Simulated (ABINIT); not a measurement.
# CoO (P1) in ABINIT: single point with PBEsol

Aim: the single point of CoO with PBEsol.

Program: ABINIT 10.8.3 (patched build). These are calculated values, not measurements. Logs are shortened: lines on timing, memory, paths and dates and some standing lists are left out, and cuts for length are marked. The log counts tension as positive stress, the text compression.

### Step 1. The cell of the first run

The typed cell holds 2 atoms: a = 2.998 Å, b = 2.998 Å, c = 2.998 Å, α = 119.60°, β = 119.60°, γ = 90.69°.

### Step 2. Single point, PBEsol, collinear spin, ferromagnetic start (atoms moved at random, drawn with an rms of 0.05 Å)

Contents of run.abi:

```
# Pseudopotentials
pp_dirpath "./"
pseudos "Co.GGA_PBE-JTH.xml, O.GGA_PBE-JTH.xml"

# Structure
acell 3*1.0 Angstrom
rprim
    -1.5080000000     1.5080000000     2.1072475377
     1.5080000000    -1.5080000000     2.1072475377
     1.5080000000     1.5080000000    -2.1072475377
ntypat 2
znucl 27 8
natom 2
typat 1 2
xcart
     0.0728043143     0.0145392051    -0.0623679748
    -0.0287364453     0.0570055387     4.0189712682
chkprim 0
chksymtnons 0
tolsym 1.0e-6

# Plane-wave basis
ecut 26.0
pawecutdg 48.0
pawxcdev 0

# k points
kptopt 1
ngkpt 12 12 12
nshiftk 1
shiftk 0.0 0.0 0.0

# Exchange and correlation
ixc -116133

# Bands and occupations
nband 16
occopt 3
tsmear 0.05 eV

# Spin
nsppol 2
spinat
     0.0000000000     0.0000000000     2.0000000000
     0.0000000000     0.0000000000     0.0000000000

# SCF cycle
nstep 100
tolvrs 1.0e-9

# Output
iomode 3
prtwf 0
prtden 0
prteig 0
prtebands 0
enunit 2
```

Potentials or basis: JTH PAW PBE v2.0.

Launch:

```console
$ mpirun --bind-to none -np 4 abinit run.abi > log 2>&1
```

run.abo:

```text
.Version 10.8.3 of ABINIT
 Symmetries : space group P1 (#  1); Bravais aP (primitive triclinic)
================================================================================
 Values of the parameters that define the memory need of the present run
     intxc =       0    ionmov =       0      iscf =      17    lmnmax =      18
     lnmax =       6     mgfft =      27  mpssoang =       3    mqgrid =    3001
     natom =       2  nloc_mem =       2    nspden =       2   nspinor =       1
    nsppol =       2      nsym =       1    n1xccc =       1    ntypat =       2
    occopt =       3   xclevel =       2
       mpw =         841          nfft =       19683          nkpt =         868
Pmy_natom=         1
 PAW method is used; the additional fine FFT grid is defined by:
   mgfftf=        36    nfftf =     46656
================================================================================
================================================================================

--------------------------------------------------------------------------------
------------- Echo of variables that govern the present computation ------------
--------------------------------------------------------------------------------
 -outvars: echo values of preprocessed input variables --------
            acell      1.8897261259E+00  1.8897261259E+00  1.8897261259E+00 Bohr
              amu      5.89332000E+01  1.59994000E+01
          chkprim           0
      chksymtnons           0
             ecut      2.60000000E+01 Hartree
           enunit           2
                       outvar_i_n : Printing only first  50 k-points.
              ixc     -116133
                       outvar_i_n : Printing only first  50 k-points.
         kptrlatt       12    0    0      0   12    0      0    0   12
          kptrlen      6.79871175E+01
            natom           2
            nband          16
            ngfft          27      27      27
          ngfftdg          36      36      36
             nkpt         868
           nspden           2
           nsppol           2
            nstep         100
             nsym           1
           ntypat           2
                       prtocc : prtvol=0, do not print more k-points.
                       1.000000  1.000000  1.000000  1.000000  1.000000  1.000000
                       1.000000  1.000000  1.000000  1.000000  1.000000  1.000000
                       0.000000  0.000000  0.000000  0.000000
                       1.000000  1.000000  1.000000  1.000000  1.000000  1.000000
                       1.000000  1.000000  1.000000  1.000000  1.000000  1.000000
                       0.000000  0.000000  0.000000  0.000000
                       1.000000  1.000000  1.000000  1.000000  1.000000  1.000000
                       1.000000  1.000000  1.000000  1.000000  1.000000  1.000000
                       0.000000  0.000000  0.000000  0.000000
                       1.000000  1.000000  1.000000  1.000000  1.000000  1.000000
                       1.000000  1.000000  1.000000  1.000000  1.000000  1.000000
                       0.000000  0.000000  0.000000  0.000000
                       1.000000  1.000000  1.000000  1.000000  1.000000  1.000000
                       1.000000  1.000000  1.000000  1.000000  1.000000  1.000000
                       0.000000  0.000000  0.000000  0.000000
                       1.000000  1.000000  1.000000  1.000000  1.000000  1.000000
                       1.000000  1.000000  1.000000  1.000000  1.000000  1.000000
[... 118 lines left out ...]
                       1.000000  1.000000  1.000000  1.000000  1.000000  1.000000
                       1.000000  1.000000  1.000000  1.000000  1.000000  1.000000
                       0.000000  0.000000  0.000000  0.000000
                       1.000000  1.000000  1.000000  1.000000  1.000000  1.000000
                       1.000000  1.000000  1.000000  1.000000  1.000000  1.000000
                       0.000000  0.000000  0.000000  0.000000
                       1.000000  1.000000  1.000000  1.000000  1.000000  1.000000
                       1.000000  1.000000  1.000000  1.000000  1.000000  1.000000
                       0.000000  0.000000  0.000000  0.000000
                       1.000000  1.000000  1.000000  1.000000  1.000000  1.000000
                       1.000000  1.000000  1.000000  1.000000  1.000000  1.000000
                       0.000000  0.000000  0.000000  0.000000
                       1.000000  1.000000  1.000000  1.000000  1.000000  1.000000
                       1.000000  1.000000  1.000000  1.000000  1.000000  1.000000
                       0.000000  0.000000  0.000000  0.000000
                       prtocc : prtvol=0, do not print more k-points.
           occopt           3
        pawecutdg      4.80000000E+01 Hartree
         pawxcdev           0
[... 148 lines left out ...]
    Atom    Radius    up_density   dn_density  Total(up+dn)  Diff(up-dn)
    1 Co   2.10903     8.925476     6.353450     15.278926     2.572026
    2  O   1.41465     2.403400     2.099131      4.502531     0.304269
 ------------------------------------------------------------------------------------------------------------
  Sum:                11.328876     8.452581     19.781457     2.876295
 Total magnetization (from the atomic spheres):                2.876295
 Total magnetization (exact up - dn):                          2.946108

================================================================================

 ----iterations are completed or convergence reached----

 Mean square residual over all n,k,spin=   51.694E-09; max=  25.495E-05
 reduced coordinates (array xred) for    2 atoms
      -0.005280000000      0.004942999987      0.015324999985
       0.514628999641      0.499584999667      0.004959999997
 rms dE/dt=  3.6803E-03; max dE/dt=  3.8782E-03; dE/dt below (all hartree)
    1      -0.003930151845     -0.003681356989      0.003433090561
    2       0.003878247253      0.003602013342     -0.003530680071

 cartesian coordinates (angstrom) at end:
    1      0.03852638395684     0.00769381599835    -0.03300371093194
    2     -0.01520667196480     0.03016603195482     2.12674800496256

 cartesian forces (hartree/bohr) at end:
    1      0.00002803794386     0.00007409783416     0.00094747061112
    2     -0.00002803794386    -0.00007409783416    -0.00094747061112
 frms,max,avg= 5.4893144E-04 9.4747061E-04   1.552E-05  1.311E-05  8.240E-06 h/b

 cartesian forces (eV/Angstrom) at end:
    1      0.00144176904193     0.00381026383086     0.04872089772969
    2     -0.00144176904193    -0.00381026383086    -0.04872089772969
 frms,max,avg= 2.8227190E-02 4.8720898E-02   7.982E-04  6.744E-04  4.237E-04 e/A
 length scales=  1.889726125908  1.889726125908  1.889726125908 bohr
              =  1.000000000000  1.000000000000  1.000000000000 angstroms
 Fermi (or HOMO) energy (hartree) =   0.38372   Average Vxc (hartree)=  -0.45207
 Magnetization (Bohr magneton)=  2.94609885E+00
 Total spin up =  1.29730494E+01   Total spin down =  1.00269506E+01
 Eigenvalues (hartree) for nkpt= 868  k points, SPIN UP:
 kpt#   1, nband= 16, wtk=  0.00058, kpt=  0.0000  0.0000  0.0000 (reduced coord)
  -3.16809   -1.82388   -1.82209   -1.82188   -0.36519    0.24566    0.24755    0.25147
   0.26392    0.26705    0.27716    0.27782    0.27871    0.41271    0.98753    1.03798
      occupation numbers for kpt#   1
   1.00000    1.00000    1.00000    1.00000    1.00000    1.00000    1.00000    1.00000
   1.00000    1.00000    1.00000    1.00000    1.00000    0.00000    0.00000    0.00000
 prteigrs : prtvol=0 or 1, do not print more k-points.

 Eigenvalues (hartree) for nkpt= 868  k points, SPIN DOWN:
 kpt#   1, nband= 16, wtk=  0.00058, kpt=  0.0000  0.0000  0.0000 (reduced coord)
  -3.05678   -1.71448   -1.71370   -1.71362   -0.34532    0.27932    0.28123    0.28201
   0.34230    0.34395    0.34626    0.37991    0.38159    0.43358    0.98551    1.05966
      occupation numbers for kpt#   1
   1.00000    1.00000    1.00000    1.00000    1.00000    1.00000    1.00000    1.00000
   1.00000    1.00000    1.00000    0.88849    0.76179    0.00000    0.00000    0.00000
 prteigrs : prtvol=0 or 1, do not print more k-points.

 Fermi (or HOMO) energy (eV) =  10.44165   Average Vxc (eV)= -12.30157
 Eigenvalues (   eV  ) for nkpt= 868  k points, SPIN UP:
 kpt#   1, nband= 16, wtk=  0.00058, kpt=  0.0000  0.0000  0.0000 (reduced coord)
 -86.20814  -49.63022  -49.58161  -49.57588   -9.93737    6.68466    6.73605    6.84296
   7.18153    7.26673    7.54183    7.55978    7.58409   11.23040   26.87200   28.24479
 prteigrs : prtvol=0 or 1, do not print more k-points.

 Eigenvalues (   eV  ) for nkpt= 868  k points, SPIN DOWN:
 kpt#   1, nband= 16, wtk=  0.00058, kpt=  0.0000  0.0000  0.0000 (reduced coord)
 -83.17923  -46.65333  -46.63227  -46.62985   -9.39675    7.60075    7.65254    7.67390
   9.31449    9.35931    9.42222   10.33788   10.38353   11.79823   26.81699   28.83480
 prteigrs : prtvol=0 or 1, do not print more k-points.

--- !EnergyTerms
iteration_state     : {dtset: 1, }
comment             : Components of total free energy in Hartree
kinetic             :  1.91845859449276E+01
hartree             :  4.21448799564809E+01
xc                  : -5.94091436335929E+00
Ewald energy        : -1.06609578893161E+02
psp_core            :  3.50504041562051E+00
local_psp           : -1.41616644441421E+02
PAW spherical_terms :  2.69610760223806E+01
internal            : -1.62371555358531E+02
'-kT*entropy'       : -1.16084980643455E-03
total_energy        : -1.62372716208338E+02
total_energy_eV     : -4.41838669655414E+03
...

--- !EnergyTermsDC
iteration_state     : {dtset: 1, }
comment             : '"Double-counting" decomposition of free energy'
band_energy         : -1.41525680778338E+01
Ewald energy        : -1.06609578893161E+02
psp_core            :  3.50504041562051E+00
xc_dc               : -4.03200792393733E+01
PAW spherical_terms : -4.79436871891592E+00
internal            : -1.62371554513663E+02
'-kT*entropy'       : -1.16084980643455E-03
total_energy_dc     : -1.62372715363470E+02
total_energy_dc_eV  : -4.41838667356411E+03
...

--- !EnergyTermsWithPAWCore
iteration_state     : {dtset: 1, }
comment             : 'Components of total free energy, including PAW core contributions'
Total energy        : -1.46720794898102E+03
Total energy DC     : -1.46720794813615E+03
Total energy (eV)   : -3.99247622028961E+04
Total energy DC (eV): -3.99247621799061E+04
...

 Cartesian components of stress tensor (hartree/bohr^3)
  sigma(1 1)=  3.14361999E-04  sigma(3 2)=  3.66853894E-06
  sigma(2 2)=  3.08015673E-04  sigma(3 1)= -1.04001310E-05
  sigma(3 3)=  2.83521580E-04  sigma(2 1)=  1.23000883E-05

-Cartesian components of stress tensor (GPa)         [Pressure= -8.8842E+00 GPa]
- sigma(1 1)=  9.24884932E+00  sigma(3 2)=  1.07932142E-01
- sigma(2 2)=  9.06213397E+00  sigma(3 1)= -3.05982417E-01
- sigma(3 3)=  8.34149288E+00  sigma(2 1)=  3.61881092E-01

== END DATASET(S) ==============================================================
================================================================================

 -outvars: echo values of variables after computation  --------
            acell      1.8897261259E+00  1.8897261259E+00  1.8897261259E+00 Bohr
           etotal     -1.6237271536E+02
            fcart      2.8037943858E-05  7.4097834165E-05  9.4747061112E-04
                      -2.8037943858E-05 -7.4097834165E-05 -9.4747061112E-04
            rprim     -1.5080000000E+00  1.5080000000E+00  2.1072475377E+00
                       1.5080000000E+00 -1.5080000000E+00  2.1072475377E+00
                       1.5080000000E+00  1.5080000000E+00 -2.1072475377E+00
           strten      3.1436199879E-04  3.0801567296E-04  2.8352158031E-04
                       3.6685389400E-06 -1.0400130964E-05  1.2300088294E-05
           xangst      3.8526383957E-02  7.6938159983E-03 -3.3003710932E-02
                      -1.5206671965E-02  3.0166031955E-02  2.1267480050E+00
             xred     -5.2799999997E-03  4.9429999865E-03  1.5324999985E-02
                       5.1462899964E-01  4.9958499967E-01  4.9599999967E-03
 Calculation completed.
```

Run time: 5 min. Hardware: 4 MPI ranks of Arm Neoverse V2, shared host; peak memory 1.2 GiB.

Results:

* Free energy: -4418.3867 eV
* Pressure: -8.9 GPa
* Largest force: 0.049 eV/Å
* Band gap on the k mesh: none (metal or under the smearing width)
* Net moment: 2.95 μB per cell
* Site moments: Co +2.57; O +0.30 μB
* Valence electrons inside the program's atomic spheres: Co 15.28; O 4.50

Forces on the atoms (eV/Å):
```
Co   0.001  0.004  0.049
O   -0.001 -0.004 -0.049
```

Caveat: the PAW data sets were made with another functional, which shifts forces and pressure a little; a cell with one magnetic atom can't hold antiferromagnetic order, which such compounds often take; semilocal functionals often make such compounds metallic where correlation or magnetic order opens a gap, which also shifts bond lengths.
